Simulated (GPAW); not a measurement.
## Al: equation of state with C09-vdW

**What was measured.**

“The interpretation of polycrystalline coherent inelastic neutron scattering from aluminium”, 2013, pmc:3831299 quotes, for a bulk crystal of Al: bulk modulus 76.9 GPa.

Al:

```
CELL_PARAMETERS angstrom
0.00000 2.02481 2.02481
2.02481 0.00000 2.02481
2.02481 2.02481 0.00000
ATOMIC_POSITIONS crystal
Al 0.00000 0.00000 0.00000
```

```json
{"Program": "GPAW 26.7.0", "Task": "equation of state", "Functional": "C09-vdW", "Potentials or basis": "GPAW PAW data sets (gpaw-data 1.2.1)", "Cutoff": "600 eV", "Basis": "pw", "k mesh": "11 × 11 × 11", "Occupations": "fermi-dirac, width 0.05 eV", "Spin": "no spin polarisation"}
```

The equilibrium volume is 16.57 Å³/atom, the bulk modulus is 79 GPa and the pressure derivative of the bulk modulus is 4.4.

Energy against volume, from the lowest point:
| volume (Å³/atom) | energy (meV/atom) |
| --- | --- |
| 15.607 | 15.21 |
| 15.939 | 6.26 |
| 16.271 | 1.32 |
| 16.603 | 0.00 |
| 16.935 | 1.92 |
| 17.267 | 6.74 |
| 17.599 | 14.14 |

It took 38 s on 1 thread of Arm Neoverse V1, with other jobs on the host, peak memory 0.18 GiB.

A measured bulk modulus of Al is 76.9 GPa (quoted in “The interpretation of polycrystalline coherent inelastic neutron scattering from aluminium”, 2013, pmc:3831299); the calculated 79 GPa misses it by +2.4 %. The fit is for a static lattice scaled at fixed shape and fixed fractional positions. The cell as given is a measured one (16.60 Å³/atom); C09-vdW puts the equilibrium volume -0.2 % from it, thermal expansion not counted.

Caveat: the PAW data sets were made with another functional, which shifts forces and pressure a little.
